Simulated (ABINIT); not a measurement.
# In (P6_3/mmc) in ABINIT: a series of runs

Runs on In. Level: PBE. Tasks: single point.

Program: ABINIT 10.8.3 (patched build). These are calculated values, not measurements. Logs are shortened: lines on timing, memory, paths and dates and some standing lists are left out, and cuts for length are marked. The log counts tension as positive stress, the text compression.

**1. The structure**

It takes space group P6_3/mmc (No. 194, hexagonal). Conventional cell: a = 3.335 Å, b = 3.335 Å, c = 5.509 Å, α = 90.00°, β = 90.00°, γ = 120.00°. In (site symmetry -6m2) has 12 In at 3.34 to 3.36 Å as nearest neighbours.

This isn't the form of In at room conditions, which is tetragonal.

**2. Single point, PBE**

run.abi

```
# Pseudopotentials
pp_dirpath "./"
pseudos "In.upf"

# Structure
acell 6.3031527308 6.3031527309 10.4107713002
rprim
     1.0000000000     0.0000000000     0.0000000000
    -0.5000000000     0.8660254038     0.0000000000
     0.0000000000     0.0000000000     1.0000000000
ntypat 1
znucl 49
natom 2
typat 1 1
xred
     0.6666666667     0.3333333333     0.7500000000
     0.3333333333     0.6666666667     0.2500000000

# Plane-wave basis
ecut 952.398519 eV

# k points
kptopt 1
ngkpt 9 9 5
nshiftk 1
shiftk 0.0 0.0 0.0

# Exchange and correlation
ixc 11

# Bands and occupations
nband 17
occopt 3
tsmear 0.00183747

# SCF cycle
nstep 100
tolvrs 1.0e-10

# Output
iomode 3
prtwf 0
prtden 0
prteig 0
prtebands 0
enunit 1
```

Potentials or basis: PseudoDojo NC SR PBE v0.5 standard.

On the command line:

```console
> abinit run.abi > log 2>&1
```

run.abo:

```text
.Version 10.8.3 of ABINIT
 Symmetries : space group P6_3/m m c (#194); Bravais hP (primitive hexag.)
================================================================================
 Values of the parameters that define the memory need of the present run
     intxc =       0    ionmov =       0      iscf =       7    lmnmax =       6
     lnmax =       6     mgfft =      60  mpssoang =       3    mqgrid =    3001
     natom =       2  nloc_mem =       1    nspden =       1   nspinor =       1
    nsppol =       1      nsym =      24    n1xccc =    2501    ntypat =       1
    occopt =       3   xclevel =       2
       mpw =        3592          nfft =       77760          nkpt =          36
================================================================================
================================================================================

--------------------------------------------------------------------------------
------------- Echo of variables that govern the present computation ------------
--------------------------------------------------------------------------------
 -outvars: echo values of preprocessed input variables --------
            acell      6.3031527308E+00  6.3031527309E+00  1.0410771300E+01 Bohr
              amu      1.14820000E+02
             ecut      3.50000000E+01 Hartree
           enunit           1
              ixc          11
         kptrlatt        9    0    0      0    9    0      0    0    5
          kptrlen      5.20538565E+01
            natom           2
            nband          17
            ngfft          36      36      60
             nkpt          36
            nstep         100
             nsym          24
           ntypat           1
           occopt           3
           prtden           0
        prtebands           0
           prteig           0
            prtwf           0
            rprim      1.0000000000E+00  0.0000000000E+00  0.0000000000E+00
                      -5.0000000000E-01  8.6602540380E-01  0.0000000000E+00
                       0.0000000000E+00  0.0000000000E+00  1.0000000000E+00
          spgroup         194
           tolvrs      1.00000000E-10
           tsmear      1.83747000E-03 Hartree
            typat      1  1
           xangst      1.6677423898E+00  9.6287151776E-01  4.1318571872E+00
                      -1.7639282173E-11  1.9257430355E+00  1.3772857291E+00
            xcart      3.1515763654E+00  1.8195634630E+00  7.8080784752E+00
                      -3.3333412365E-11  3.6391269260E+00  2.6026928251E+00
             xred      6.6666666667E-01  3.3333333333E-01  7.5000000000E-01
                       3.3333333333E-01  6.6666666667E-01  2.5000000000E-01
            znucl       49.00000

================================================================================

 chkinp: Checking input parameters for consistency.

================================================================================
== DATASET  1 ==================================================================

--- !DatasetInfo
iteration_state: {dtset: 1, }
dimensions: {natom: 2, nkpt: 36, mband: 17, nsppol: 1, nspinor: 1, nspden: 1, mpw: 3592, }
cutoff_energies: {ecut:  35.0, pawecutdg:  -1.0, }
electrons: {nelect:   2.60000000E+01, charge:   0.00000000E+00, occopt:   3.00000000E+00, tsmear:   1.83747000E-03, }
meta: {optdriver: 0, ionmov: 0, optcell: 0, iscf: 7, paral_kgb: 0, }
...

 Exchange-correlation functional for the present dataset will be:
  GGA: Perdew-Burke-Ernzerhof functional - ixc=11
  J.P.Perdew, K.Burke, M.Ernzerhof, PRL 77, 3865 (1996)

 Real(R)+Recip(G) space primitive vectors, cartesian coordinates (Bohr,Bohr^-1):
 R(1)=  6.3031527  0.0000000  0.0000000  G(1)=  0.1586508  0.0915971  0.0000000
 R(2)= -3.1515764  5.4586904  0.0000000  G(2)=  0.0000000  0.1831941  0.0000000
 R(3)=  0.0000000  0.0000000 10.4107713  G(3)=  0.0000000  0.0000000  0.0960544
 Unit cell volume ucvol=  3.5820298E+02 bohr^3
 Angles (23,13,12)=  9.00000000E+01  9.00000000E+01  1.20000000E+02 degrees

 getcut: wavevector=  0.0000  0.0000  0.0000  ngfft=  36  36  60
         ecut(hartree)=     35.000   => boxcut(ratio)=   2.14460

--- Pseudopotential description ------------------------------------------------
- pspini: atom type   1  psp file is ./In.upf
12 -101130 2 -1 1964                          pspcod,pspxc,lmax,lloc,mmax
     nproj     2     2     2

   1.31699103E+03                                ecore*ucvol(ha*bohr**3)
--------------------------------------------------------------------------------

================================================================================

--- !BeginCycle
iteration_state: {dtset: 1, }
solver: {iscf: 7, nstep: 100, nline: 4, wfoptalg: 0, }
tolerances: {tolvrs: 1.00E-10, }
...

     iter   Etot(hartree)      deltaE(h)  residm     vres2
 ETOT  1  -131.81502230739    -1.318E+02 9.107E-01 1.224E+02
 ETOT  2  -132.87191203993    -1.057E+00 2.908E-02 1.346E+02
 ETOT  3  -132.89994340343    -2.803E-02 1.911E-02 1.522E+01
 ETOT  4  -132.90308141047    -3.138E-03 3.924E-03 1.182E+00
 ETOT  5  -132.90333367524    -2.523E-04 1.323E-03 3.513E-02
 ETOT  6  -132.90334198474    -8.310E-06 6.841E-04 1.305E-04
 ETOT  7  -132.90334201855    -3.381E-08 1.850E-04 1.853E-05
 ETOT  8  -132.90334202315    -4.596E-09 1.663E-04 1.288E-06
 ETOT  9  -132.90334202339    -2.441E-10 1.667E-04 1.216E-07
 ETOT 10  -132.90334202342    -2.490E-11 1.320E-04 5.137E-11

 At SCF step   10       vres2   =  5.14E-11 < tolvrs=  1.00E-10 =>converged.

 Cartesian components of stress tensor (hartree/bohr^3)
  sigma(1 1)= -5.30684647E-05  sigma(3 2)=  0.00000000E+00
  sigma(2 2)= -5.30684654E-05  sigma(3 1)=  0.00000000E+00
  sigma(3 3)= -4.13200220E-05  sigma(2 1)=  9.35299785E-14

--- !ResultsGS
iteration_state: {dtset: 1, }
comment   : Summary of ground state results
lattice_vectors:
- [  6.3031527,   0.0000000,   0.0000000, ]
- [ -3.1515764,   5.4586904,   0.0000000, ]
- [  0.0000000,   0.0000000,  10.4107713, ]
lattice_lengths: [   6.30315,    6.30315,   10.41077, ]
lattice_angles: [ 90.000,  90.000, 120.000, ] # degrees, (23, 13, 12)
lattice_volume:   3.5820298E+02
convergence: {deltae: -2.490E-11, res2:  5.137E-11, residm:  1.320E-04, diffor: null, }
etotal    :  -1.32903342E+02
entropy   :   0.00000000E+00
fermie    :   2.40632221E-01
cartesian_stress_tensor: # hartree/bohr^3
- [ -5.30684647E-05,   9.35299785E-14,   0.00000000E+00, ]
- [  9.35299785E-14,  -5.30684654E-05,   0.00000000E+00, ]
- [  0.00000000E+00,   0.00000000E+00,  -4.13200220E-05, ]
pressure_GPa:   1.4461E+00
xred      :
- [  6.6667E-01,   3.3333E-01,   7.5000E-01, In]
- [  3.3333E-01,   6.6667E-01,   2.5000E-01, In]
cartesian_forces: # hartree/bohr
- [  2.13595112E-29,  -8.63234367E-29,  -0.00000000E+00, ]
- [ -2.13595112E-29,   8.63234367E-29,  -0.00000000E+00, ]
force_length_stats: {min:   8.89267363E-29, max:   8.89267363E-29, mean:   8.89267363E-29, }
...

 Integrated electronic density in atomic spheres:
 ------------------------------------------------
 Atom  Sphere_radius  Integrated_density
    1        2.00000          9.91398114
    2        2.00000          9.91398114
================================================================================

 ----iterations are completed or convergence reached----

 Mean square residual over all n,k,spin=   42.514E-08; max=  13.204E-05
 reduced coordinates (array xred) for    2 atoms
       0.666666666667      0.333333333333      0.750000000000
       0.333333333333      0.666666666667      0.250000000000
 rms dE/dt=  3.2978E-28; max dE/dt=  5.3853E-28; dE/dt below (all hartree)
    1      -0.000000000000      0.000000000000      0.000000000000
    2       0.000000000000     -0.000000000000      0.000000000000

 cartesian coordinates (angstrom) at end:
    1      1.66774238984995     0.96287151775649     4.13185718718853
    2     -0.00000000001764     1.92574303551298     1.37728572906284

 cartesian forces (hartree/bohr) at end:
    1      0.00000000000000    -0.00000000000000    -0.00000000000000
    2     -0.00000000000000     0.00000000000000    -0.00000000000000
 frms,max,avg= 5.1341875E-29 8.6323437E-29   0.000E+00  0.000E+00  0.000E+00 h/b

 cartesian forces (eV/Angstrom) at end:
    1      0.00000000000000    -0.00000000000000    -0.00000000000000
    2     -0.00000000000000     0.00000000000000    -0.00000000000000
 frms,max,avg= 2.6401054E-27 4.4389296E-27   0.000E+00  0.000E+00  0.000E+00 e/A
 length scales=  6.303152730800  6.303152730900 10.410771300200 bohr
              =  3.335484779718  3.335484779770  5.509142916251 angstroms
 Fermi (or HOMO) energy (eV) =   6.54794   Average Vxc (eV)= -10.49117
 Eigenvalues (   eV  ) for nkpt=  36  k points:
 kpt#   1, nband= 17, wtk=  0.00247, kpt=  0.0000  0.0000  0.0000 (reduced coord)
  -8.22128   -8.16700   -8.14068   -8.14068   -8.11429   -8.11429   -8.04193   -8.04193
  -7.86484   -7.86484   -2.96266    2.04594    3.13424   14.88221   14.88221   16.66710
  16.71285
 prteigrs : prtvol=0 or 1, do not print more k-points.

--- !EnergyTerms
iteration_state     : {dtset: 1, }
comment             : Components of total free energy in Hartree
kinetic             :  8.36303771506188E+01
hartree             :  2.77275141722565E+01
xc                  : -4.00695618822988E+01
Ewald energy        : -8.65905105060494E+01
psp_core            :  3.67666124098190E+00
local_psp           : -9.16933921622115E+01
non_local_psp       : -2.95839279559531E+01
internal            : -1.32902839942656E+02
'-kT*entropy'       : -5.02080763142648E-04
total_energy        : -1.32903342023419E+02
total_energy_eV     : -3.61648417318097E+03
band_energy         : -5.32546410967581E+00
...

 Cartesian components of stress tensor (hartree/bohr^3)
  sigma(1 1)= -5.30684647E-05  sigma(3 2)=  0.00000000E+00
  sigma(2 2)= -5.30684654E-05  sigma(3 1)=  0.00000000E+00
  sigma(3 3)= -4.13200220E-05  sigma(2 1)=  9.35299785E-14

-Cartesian components of stress tensor (GPa)         [Pressure=  1.4461E+00 GPa]
- sigma(1 1)= -1.56132814E+00  sigma(3 2)=  0.00000000E+00
- sigma(2 2)= -1.56132816E+00  sigma(3 1)=  0.00000000E+00
- sigma(3 3)= -1.21567702E+00  sigma(2 1)=  2.75174697E-09

== END DATASET(S) ==============================================================
================================================================================

 -outvars: echo values of variables after computation  --------
            acell      6.3031527308E+00  6.3031527309E+00  1.0410771300E+01 Bohr
           etotal     -1.3290334202E+02
            fcart      2.1359511170E-29 -8.6323436662E-29 -0.0000000000E+00
                      -2.1359511170E-29  8.6323436662E-29 -0.0000000000E+00
            rprim      1.0000000000E+00  0.0000000000E+00  0.0000000000E+00
                      -5.0000000000E-01  8.6602540380E-01  0.0000000000E+00
                       0.0000000000E+00  0.0000000000E+00  1.0000000000E+00
           strten     -5.3068464714E-05 -5.3068465405E-05 -4.1320021971E-05
                       0.0000000000E+00  0.0000000000E+00  9.3529978527E-14
           xangst      1.6677423898E+00  9.6287151776E-01  4.1318571872E+00
                      -1.7639282173E-11  1.9257430355E+00  1.3772857291E+00
             xred      6.6666666667E-01  3.3333333333E-01  7.5000000000E-01
                       3.3333333333E-01  6.6666666667E-01  2.5000000000E-01
 Calculation completed.
```

It took 66 s on 1 thread of Arm Neoverse V1, shared host; peak memory 0.1 GiB.

What came out:

| Property | Result |
| --- | --- |
| Free energy | -3616.4842 eV |
| Pressure | 1.4 GPa |
| Band gap on the k mesh | none (metal or under the smearing width) |
| Valence electrons inside the program's atomic spheres | In 9.91 (radii [1.0584] Å) |

**3. Single point, PBE**

Changes to run.abi since step 2:

```diff
@@ -19,3 +19,3 @@
 # Plane-wave basis
-ecut 952.398519 eV
+ecut 1115.666836 eV
 
@@ -31,3 +31,3 @@
 # Bands and occupations
-nband 17
+nband 26
 occopt 3
```

Potentials or basis: PseudoDojo NC SR PBE v0.5 stringent.

On the command line:

```console
> abinit run.abi > log 2>&1
```

Run time: 2 min. Hardware: 1 thread of Arm Neoverse V1, shared host; peak memory 0.15 GiB.

Results (log left out):

```
Free energy                                           : -10854.2974 eV
Pressure                                              : 1.5 GPa
Band gap on the k mesh                                : none (metal or under the smearing width)
Valence electrons inside the program's atomic spheres : In 17.87 (radii [1.0584] Å)
```

Stress tensor (GPa, compression positive):
```
1.60 0.00 0.00
0.00 1.60 0.00
0.00 0.00 1.25
```

Levels at points of the mesh, in eV from the Fermi level:
| k point | band 19 | band 20 | band 21 | band 22 | band 23 | band 24 |
| --- | --- | --- | --- | --- | --- | --- |
| (0.00, 0.00, 0.00) | -9.51 | -4.50 | -3.41 | 8.34 | 8.34 | 10.13 |

**4. Single point, PBE**

Changes to run.abi since step 3:

```diff
@@ -2,3 +2,3 @@
 pp_dirpath "./"
-pseudos "In.upf"
+pseudos "In_ONCV_PBE-1.2.upf"
 
@@ -19,3 +19,3 @@
 # Plane-wave basis
-ecut 1115.666836 eV
+ecut 952.398519 eV
 
@@ -31,3 +31,3 @@
 # Bands and occupations
-nband 26
+nband 17
 occopt 3
```

Potentials or basis: SG15 NC PBE v1.2.

On the command line:

```console
> abinit run.abi > log 2>&1
```

It took 53 s on 1 thread of Arm Neoverse V1, shared host; peak memory 0.1 GiB.

It converged, with:

```
Free energy                                           : -2845.9721 eV
Pressure                                              : 1.5 GPa
Band gap on the k mesh                                : none (metal or under the smearing width)
Valence electrons inside the program's atomic spheres : In 9.90 (radii [1.0584] Å)
```

Stress tensor (GPa, compression positive):
```
1.58 0.00 0.00
0.00 1.58 0.00
0.00 0.00 1.23
```

Levels at points of the mesh, in eV from the Fermi level:
```csv
k point,band 10,band 11,band 12,band 13,band 14,band 15,band 16,band 17
"(0.00, 0.00, 0.00)",-14.41,-9.51,-4.50,-3.41,8.35,8.35,10.13,10.19
```

**5. Single point, PBE**

Changes to run.abi since step 4:

```diff
@@ -2,3 +2,3 @@
 pp_dirpath "./"
-pseudos "In_ONCV_PBE-1.2.upf"
+pseudos "In.upf"
```

Potentials or basis: Ansatz NC PBE.

On the command line:

```console
> abinit run.abi > log 2>&1
```

It took 71 s on 1 thread of Arm Neoverse V1, shared host; peak memory 0.1 GiB.

It converged, with:

* Free energy: -3615.2673 eV
* Pressure: 1.5 GPa
* Band gap on the k mesh: none (metal or under the smearing width)
* Valence electrons inside the program's atomic spheres: In 9.91 (radii [1.0584] Å)

Stress tensor (GPa, compression positive):
```
1.59 0.00 0.00
0.00 1.59 0.00
0.00 0.00 1.24
```

Levels at points of the mesh, in eV from the Fermi level:
| k point | band 10 | band 11 | band 12 | band 13 | band 14 | band 15 | band 16 | band 17 |
| --- | --- | --- | --- | --- | --- | --- | --- | --- |
| (0.00, 0.00, 0.00) | -14.41 | -9.52 | -4.50 | -3.41 | 8.33 | 8.33 | 10.13 | 10.18 |

(Continued in part 2 of 2.)
